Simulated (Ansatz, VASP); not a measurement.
## One calculation of TePb, two programs

```xyz
2
Lattice="0.0000 3.2270 3.2270 3.2270 0.0000 3.2270 3.2270 3.2270 0.0000" Properties=species:S:1:pos:R:3 pbc="T T T"
Te    3.2386    3.1524    3.1780
Pb    0.0000    0.0000    0.0000
```

Change from the starting cell: one atom moved.

Alike in both runs: task single point; functional PBEsol; k mesh 8 × 8 × 8; occupations gaussian, width 0.02 eV; no spin polarisation.

|  | VASP | Ansatz |
| --- | --- | --- |
| version | VASP 6.6.1 | Ansatz 0.2.0 |
| potentials or method | VASP PAW PBE potentials, release 64 (Te, Pb_d) | scalar-relativistic, plane waves, PAW |
| plane-wave cutoff (eV) | 520 | 420 |
| valence electrons in the cell | 20 | 30 |

```tsv
	VASP	Ansatz	Ansatz less VASP
gap on the k mesh at the Fermi level (eV)	0.67	0.67	-0.003
least direct gap on the mesh (eV)	0.67	0.67	-0.003
pressure (GPa)	-0.2	-0.1	+0.02
largest component of the traceless stress (GPa)	0.11	0.11	-0.001
rms of the force components (eV/Å)	0.029	0.028	-0.0008
```

Atom by atom the forces differ by 0.001 eV/Å (rms over components). The two sets of potentials don't hold the same shells in valence.

Caveats: the PAW data sets were made with another functional, which shifts forces and pressure a little (VASP); spin-orbit coupling is left out, which as a rule narrows the gap of such compounds by several tenths of an eV. A k mesh can miss the band edges.
